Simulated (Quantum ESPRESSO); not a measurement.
# KBr (Pm-3m) in Quantum ESPRESSO: equation of state, part 2 of 2

Quantum ESPRESSO 7.5.

## 3. Single point, PBE, 31.73 Å³/atom

Contents of pw.in:

```
&CONTROL
  calculation = 'scf'
  prefix = 'pwscf'
  outdir = './tmp'
  pseudo_dir = './pseudo'
  tprnfor = .true.
  tstress = .true.
  disk_io = 'nowf'
/
&SYSTEM
  ibrav = 0
  nat = 2
  ntyp = 2
  ecutwfc = 60
  ecutrho = 480
  nbnd = 14
  occupations = 'smearing'
  smearing = 'fd'
  degauss = 0.00367493
/
&ELECTRONS
  conv_thr = 4d-10
  electron_maxstep = 120
  mixing_beta = 0.5
/
ATOMIC_SPECIES
Br    79.9040 br_pbe_v1.4.uspp.F.UPF
K     39.0983 K.pbe-spn-kjpaw_psl.1.0.0.UPF
CELL_PARAMETERS angstrom
   3.9888504225    0.0000000000    0.0000000000
   0.0000000000    3.9888504225    0.0000000000
   0.0000000000    0.0000000000    3.9888504225
ATOMIC_POSITIONS crystal
Br     0.5000000000    0.5000000000    0.5000000000
K      0.0000000000    0.0000000000    0.0000000000
K_POINTS automatic
7 7 7 0 0 0
```

Potentials or basis: SSSP 1.3 efficiency PBE.

Command:

```sh
$ OMP_NUM_THREADS=1 pw.x -in pw.in > pw.out
```

Run time: 29 s. Hardware: 1 thread of Arm Neoverse V1, shared host; peak memory 0.31 GiB.

It converged, with:

| Quantity | Value |
| --- | --- |
| Free energy | -2178.3692 eV |
| Pressure | 0.6 GPa |
| Band gap on the k mesh | 4.02 eV, indirect (least direct gap 4.27 eV) |

Caveat: an odd mesh through Γ misses points on the zone boundary, where band edges often lie.

## 4. Single point, PBE, 32.39 Å³/atom

pw.in: that of step 3 with these lines changed.

```diff
@@ -29,5 +29,5 @@
 CELL_PARAMETERS angstrom
-   3.9888504225    0.0000000000    0.0000000000
-   0.0000000000    3.9888504225    0.0000000000
-   0.0000000000    0.0000000000    3.9888504225
+   4.0163606051    0.0000000000    0.0000000000
+   0.0000000000    4.0163606051    0.0000000000
+   0.0000000000    0.0000000000    4.0163606051
 ATOMIC_POSITIONS crystal
```

Potentials or basis: SSSP 1.3 efficiency PBE.

Command:

```sh
$ OMP_NUM_THREADS=1 pw.x -in pw.in > pw.out
```

pw.out:

```text
This program is part of the open-source Quantum ESPRESSO suite
     for quantum simulation of materials; please cite
         "P. Giannozzi et al., J. Phys.:Condens. Matter 21 395502 (2009);
         "P. Giannozzi et al., J. Phys.:Condens. Matter 29 465901 (2017);
         "P. Giannozzi et al., J. Chem. Phys. 152 154105 (2020);
     in publications or presentations arising from this work. More details at

     file K.pbe-spn-kjpaw_psl.1.0.0.UPF: wavefunction(s)  3S renormalized
     Message from routine setup:
     using ibrav=0 with symmetry is DISCOURAGED, use correct ibrav instead

     G-vector sticks info
     --------------------
     sticks:   dense  smooth     PW     G-vecs:    dense   smooth      PW
     Sum        2209    1101    325                77605    27609    4337

     Using Slab Decomposition

     bravais-lattice index     =            0
     lattice parameter (alat)  =       7.5898  a.u.
     unit-cell volume          =     437.2146 (a.u.)^3
     number of atoms/cell      =            2
     number of atomic types    =            2
     number of electrons       =        16.00
     number of Kohn-Sham states=           14
     kinetic-energy cutoff     =      60.0000  Ry
     charge density cutoff     =     480.0000  Ry
     scf convergence threshold =      4.0E-10
     mixing beta               =       0.5000
     number of iterations used =            8  plain     mixing
     Exchange-correlation= SLA  PW   PBX  PBC
                           (   1   4   3   4   0   0   0)

     celldm(1)=   7.589822  celldm(2)=   0.000000  celldm(3)=   0.000000
     celldm(4)=   0.000000  celldm(5)=   0.000000  celldm(6)=   0.000000

     crystal axes: (cart. coord. in units of alat)
[... 77 lines left out ...]

     starting charge      15.9811, renormalised to      16.0000
     Starting wfcs are   12 randomized atomic wfcs +    2 random wfcs

     Self-consistent Calculation

     iteration #  1     ecut=    60.00 Ry     beta= 0.50
     Davidson diagonalization with overlap
     ethr =  1.00E-02,  avg # of iterations =  6.0

     Threshold (ethr) on eigenvalues was too large:
     Diagonalizing with lowered threshold

     Davidson diagonalization with overlap
     ethr =  2.79E-04,  avg # of iterations =  4.9

     total energy              =    -160.09885219 Ry
     estimated scf accuracy    <       0.04355551 Ry
[... 43 lines left out ...]
     iteration #  8     ecut=    60.00 Ry     beta= 0.50
     Davidson diagonalization with overlap
     ethr =  1.43E-11,  avg # of iterations =  2.0

     End of self-consistent calculation

          k = 0.0000 0.0000 0.0000 (  3407 PWs)   bands (ev):

   -26.1419 -10.3249  -9.5665  -9.5665  -9.5665   2.2260   2.2260   2.2260
     6.4188   8.3271   8.3271  12.1455  12.1455  12.1455
[... 93 lines left out ...]
   -26.1122  -9.9658  -9.6771  -9.6771  -9.6724   1.0772   1.0772   1.1026
     9.6426   9.9223   9.9223  11.7340  11.9174  11.9174

     the Fermi energy is     4.5195 ev

!    total energy              =    -160.10745378 Ry
     estimated scf accuracy    <          3.4E-10 Ry
     smearing contrib. (-TS)   =       0.00000000 Ry
     internal energy E=F+TS    =    -160.10745378 Ry

     The total energy is F=E-TS. E is the sum of the following terms:
     one-electron contribution =     -22.43332049 Ry
     hartree contribution      =      17.13131702 Ry
     xc contribution           =     -37.47677841 Ry
     ewald contribution        =     -61.91088957 Ry
     one-center paw contrib.   =     -55.41778233 Ry

     convergence has been achieved in   8 iterations

     Forces acting on atoms (cartesian axes, Ry/au):

     atom    1 type  1   force =     0.00000000    0.00000000    0.00000000
     atom    2 type  2   force =     0.00000000    0.00000000    0.00000000

     Total force =     0.000000     Total SCF correction =     0.000000

     Computing stress (Cartesian axis) and pressure

          total   stress  (Ry/bohr**3)                   (kbar)     P=        2.47
   0.00001682   0.00000000   0.00000000            2.47        0.00        0.00
   0.00000000   0.00001682   0.00000000            0.00        2.47        0.00
   0.00000000   0.00000000   0.00001682            0.00        0.00        2.47

=------------------------------------------------------------------------------=
   JOB DONE.
=------------------------------------------------------------------------------=
```

Run time: 30 s. Hardware: 1 thread of Arm Neoverse V1, shared host; peak memory 0.31 GiB.

Results:

```yaml
Free_energy: -2178.3729 eV
Pressure: 0.2 GPa
Band_gap_on_the_k_mesh: 3.95 eV, indirect (least direct gap 4.19 eV)
```

Caveat: an odd mesh through Γ misses points on the zone boundary, where band edges often lie.

## 5. Single point, PBE, 33.06 Å³/atom

pw.in: that of step 4 with these lines changed.

```diff
@@ -29,5 +29,5 @@
 CELL_PARAMETERS angstrom
-   4.0163606051    0.0000000000    0.0000000000
-   0.0000000000    4.0163606051    0.0000000000
-   0.0000000000    0.0000000000    4.0163606051
+   4.0434990000    0.0000000000    0.0000000000
+   0.0000000000    4.0434990000    0.0000000000
+   0.0000000000    0.0000000000    4.0434990000
 ATOMIC_POSITIONS crystal
```

Command:

```sh
$ OMP_NUM_THREADS=1 pw.x -in pw.in > pw.out
```

Run time: 32 s. Hardware: 1 thread of Arm Neoverse V1, shared host; peak memory 0.32 GiB.

Results (log left out):

| Quantity | Value |
| --- | --- |
| Free energy | -2178.3737 eV |
| Pressure | -0.1 GPa |
| Band gap on the k mesh | 3.89 eV, indirect (least direct gap 4.12 eV) |

Caveat: an odd mesh through Γ misses points on the zone boundary, where band edges often lie.

## 6. Single point, PBE, 33.72 Å³/atom

pw.in: that of step 5 with these lines changed.

```diff
@@ -29,5 +29,5 @@
 CELL_PARAMETERS angstrom
-   4.0434990000    0.0000000000    0.0000000000
-   0.0000000000    4.0434990000    0.0000000000
-   0.0000000000    0.0000000000    4.0434990000
+   4.0702779195    0.0000000000    0.0000000000
+   0.0000000000    4.0702779195    0.0000000000
+   0.0000000000    0.0000000000    4.0702779195
 ATOMIC_POSITIONS crystal
```

Potentials or basis: SSSP 1.3 efficiency PBE.

Command:

```sh
$ OMP_NUM_THREADS=1 pw.x -in pw.in > pw.out
```

Wall time 33 s (1 thread of Arm Neoverse V1, shared host); peak memory 0.33 GiB.

The run converged. Its results:

- Free energy: -2178.3720 eV
- Pressure: -0.4 GPa
- Band gap on the k mesh: 3.83 eV, indirect (least direct gap 4.06 eV)

Caveat: an odd mesh through Γ misses points on the zone boundary, where band edges often lie.

## 7. Single point, PBE, 34.38 Å³/atom

pw.in: that of step 6 with these lines changed.

```diff
@@ -29,5 +29,5 @@
 CELL_PARAMETERS angstrom
-   4.0702779195    0.0000000000    0.0000000000
-   0.0000000000    4.0702779195    0.0000000000
-   0.0000000000    0.0000000000    4.0702779195
+   4.0967090362    0.0000000000    0.0000000000
+   0.0000000000    4.0967090362    0.0000000000
+   0.0000000000    0.0000000000    4.0967090362
 ATOMIC_POSITIONS crystal
```

Command:

```sh
$ OMP_NUM_THREADS=1 pw.x -in pw.in > pw.out
```

It took 33 s on 1 thread of Arm Neoverse V1, shared host; peak memory 0.33 GiB.

Results (log left out):

* Free energy: -2178.3681 eV
* Pressure: -0.6 GPa
* Band gap on the k mesh: 3.77 eV, indirect (least direct gap 4.00 eV)

Caveat: an odd mesh through Γ misses points on the zone boundary, where band edges often lie.

## 8. Single point, PBE, 35.04 Å³/atom

pw.in: that of step 7 with these lines changed.

```diff
@@ -29,5 +29,5 @@
 CELL_PARAMETERS angstrom
-   4.0967090362    0.0000000000    0.0000000000
-   0.0000000000    4.0967090362    0.0000000000
-   0.0000000000    0.0000000000    4.0967090362
+   4.1228034279    0.0000000000    0.0000000000
+   0.0000000000    4.1228034279    0.0000000000
+   0.0000000000    0.0000000000    4.1228034279
 ATOMIC_POSITIONS crystal
```

Command:

```sh
$ OMP_NUM_THREADS=1 pw.x -in pw.in > pw.out
```

Run time: 34 s. Hardware: 1 thread of Arm Neoverse V1, shared host; peak memory 0.34 GiB.

It converged, with:

```
Free energy            : -2178.3621 eV
Pressure               : -0.9 GPa
Band gap on the k mesh : 3.72 eV, indirect (least direct gap 3.94 eV)
```

Caveat: an odd mesh through Γ misses points on the zone boundary, where band edges often lie.

## 9. Equation of state, PBE

Potentials or basis: SSSP 1.3 efficiency PBE.

No new run: the results of the series are fitted here.

What came out:

```yaml
Equilibrium_volume: 32.93 Å³/atom
Bulk_modulus: 15.7 GPa
Pressure_derivative_of_the_bulk_modulus: 4.9
```

Energy against volume, from the lowest point:
```
volume (Å³/atom)  energy (meV/atom)
          31.072               5.75
          31.733               2.28
          32.394               0.42
          33.055               0.00
          33.716               0.84
          34.378               2.82
          35.039               5.80
```
